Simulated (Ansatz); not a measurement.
Rows from a G0W0 calculation on MgI2/InSe (heterobilayer) (Ansatz 0.2.0; G0W0 on PBE, plane waves, PAW; 3×3×1 mesh, 997 empty bands, screening to 75 eV), in eV. Spin-orbit coupling is left out.

| row | k | band | start | Σx | Σc at the solution | Vxc |
| --- | --- | --- | --- | --- | --- | --- |
| A | Γ | c1 | -4.275 | -10.242 | -3.144 | -13.586 |
| B | Γ | c2 | -3.156 | -7.832 | -3.862 | -12.044 |
| C | Γ | v2 | -6.246 | -18.105 | 2.034 | -15.344 |
| D | Γ | v1 | -5.733 | -15.199 | 1.107 | -13.803 |

Question: Give the quasiparticle energies and the shift of each level.

The quasiparticle equation reads E = start + Σx + Σc(E) − Vxc.

| row | E (eV) | shift (eV) |
| --- | --- | --- |
| A | -4.076 | +0.200 |
| B | -2.807 | +0.349 |
| C | -6.973 | −0.727 |
| D | -6.023 | −0.290 |

The gap over the computed points goes from 1.46 eV to 1.95 eV.

Limits: not at the basis limit; coarse mesh for a sheet; no spin-orbit coupling.

[Runs of the session that timed out or met a known fault of the program may be left out.]

[Cells called generated may have been cut or substituted from an entry of the Crystallography Open Database or the Materials Project.]

[Hosts, paths, dates, database ids (printed as entryN), source tags and the programs' standing remarks are cut or masked in the printed files.]
